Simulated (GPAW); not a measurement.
Crystal: Co.

```xyz
2
Lattice="2.4874 0.0000 0.0000 -1.2437 2.1541 0.0000 0.0000 0.0000 4.0633" Properties=species:S:1:pos:R:3 pbc="T T T"
Co    0.0000    1.4361    3.0074
Co    1.2437    0.7180    1.0559
```

Base run:

| Property | Result |
| --- | --- |
| Program | GPAW 26.7.0 |
| Functional | PBEsol |
| Potentials or basis | PAW data sets generated in the run's folder for this functional |
| Cutoff | 600 eV |
| Basis | pw |
| k mesh | 12 × 12 × 7 |
| Occupations | fermi-dirac, width 0.05 eV |
| Spin | no spin polarisation |

Its results: band gap on the k mesh none (metal or under the smearing width); pressure -20.6 GPa; largest force 0.573 eV/Å.

The run is repeated on the same cell with these changes: spin from no spin polarisation to collinear spin, antiferromagnetic start. What comes out?

Band gap on the k mesh none (metal or under the smearing width); pressure -16.2 GPa; net moment 0.00 μB per cell; site moments Co +0.90, -0.90 μB; largest force 0.576 eV/Å.
